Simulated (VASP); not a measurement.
# Te: restarted molecular dynamics, 2 variants

Te, R-3m (no. 166), 8 atoms in the cell. PBE, molecular dynamics; PAW potentials Te (PBE set).

| Restart from | Temperature at the end (K) | The same without a restart (K) | Potential energy at the end (eV/atom) | The same without a restart (eV/atom) | Electronic steps in the first step after the restart | Time (s) |
|---|---|---|---|---|---|---|
| CONTCAR with velocities, WAVECAR read | 1525.0 | 1525.0 | -2.72626 | -2.72626 | 4 | 195 |
| CONTCAR with velocities, no WAVECAR | 1525.0 | 1525.0 | -2.72626 | -2.72626 | 14 | 265 |

Limits: 240 fs of 8 atoms are too short for converged averages.

## Input of the first row

INCAR.step1:
```
GGA = PE
PREC = Normal
ENCUT = 200
EDIFF = 1E-6
NELMIN = 4
NELM = 60
ALGO = Fast
LREAL = Auto
LASPH = T
ISMEAR = -1
SIGMA = 0.05
ISYM = 0
LWAVE = T
LCHARG = F
IBRION = 0
NSW = 30
POTIM = 4.0
TEBEG = 1000
ISIF = 2
RANDOM_SEED = 82827 0 0
MDALGO = 4
NHC_NCHAINS = 3
NHC_PERIOD = 30
KPAR = 2
```

INCAR.step2, as INCAR.step1 but for:
```
- LWAVE = T
+ LWAVE = F
```

KPOINTS:
```
k-points
0
Monkhorst-Pack
  2 2 2
```

POSCAR.step1:
```
Te
1.0
    4.6118086854      2.6626289860      3.3819074078
   -4.6118086854      2.6626289860      3.3819074078
    0.0000000000     -5.3252579720      3.3819074078
Te
8
Direct
    0.2500000000      0.2500000000      0.2500000000
    0.2500000000      0.2500000000      0.7500000000
    0.2500000000      0.7500000000      0.2500000000
    0.2500000000      0.7500000000      0.7500000000
    0.7500000000      0.2500000000      0.2500000000
    0.7500000000      0.2500000000      0.7500000000
    0.7500000000      0.7500000000      0.2500000000
    0.7500000000      0.7500000000      0.7500000000
```

Commands (each step's output is kept before the next begins):
```
cat potpaw_PBE.64/Te/POTCAR > POTCAR
cp INCAR.step1 INCAR
cp POSCAR.step1 POSCAR
mpirun -np 2 vasp_std > vasp.out
cp CONTCAR POSCAR
cp INCAR.step2 INCAR
mpirun -np 2 vasp_std > vasp.out
```

Changes of the last row against the first:
```
(step 1)
- LWAVE = True
+ LWAVE = False
```

VASP 6.6.1 took 195 s on 2 cores (Intel Xeon Platinum 8488C (Sapphire Rapids)), a shared host.
